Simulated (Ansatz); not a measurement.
MgSi: single point with PBEsol

Crystal: MgSi.

```
CELL_PARAMETERS angstrom
2.90839 0.00000 0.00000
0.00000 2.90839 0.00000
0.00000 0.00000 4.10343
ATOMIC_POSITIONS crystal
Si 0.50647 0.48044 0.48810
Mg 0.99561 0.00805 0.00308
```

The cell comes from a database or a generator and needn't be the stable form of this composition.

The cell isn't the ideal one: atoms moved at random, drawn with an rms of 0.05 Å.

| Quantity | Value |
| --- | --- |
| Program | Ansatz 0.2.0 |
| Task | single point |
| Functional | PBEsol |
| Potentials or basis | all-electron LAPW, scalar-relativistic |
| Cutoff | 141 eV (chosen from the basis error) |
| Basis error allowed | 0.001 eV/atom |
| k mesh | 9 × 9 × 7 |
| Occupations | fermi-dirac, width 0.05 eV |
| Spin | no spin polarisation |

```json
{
 "Pressure": "-1.3 GPa",
 "Largest force": "0.272 eV/Å",
 "Band gap on the k mesh": "none (metal or under the smearing width)",
 "Loewdin charges": "Si -1.04; Mg +1.28 e"
}
```

Forces in eV/Å, atoms in the order of the input:
```
Si  -0.055  0.138  0.228
Mg   0.055 -0.138 -0.228
```

Stress tensor (GPa, compression positive):
```
 0.74 -0.07 -0.11
-0.07  0.70  0.27
-0.11  0.27 -5.33
```

Levels at points of the mesh, in eV from the Fermi level:
| k point | band 8 | band 9 | band 10 | band 11 | band 12 | band 13 | band 14 | band 15 |
| --- | --- | --- | --- | --- | --- | --- | --- | --- |
| (0.00, 0.00, 0.00) | -42.64 | -11.12 | -2.70 | -0.87 | 4.47 | 4.47 | 5.56 | 8.43 |

Wall time 22 s on 1 thread of Arm Neoverse V2 (shared host), peak memory 0.36 GiB.

Caveat: the atomic charges don't sum to the cell's charge.
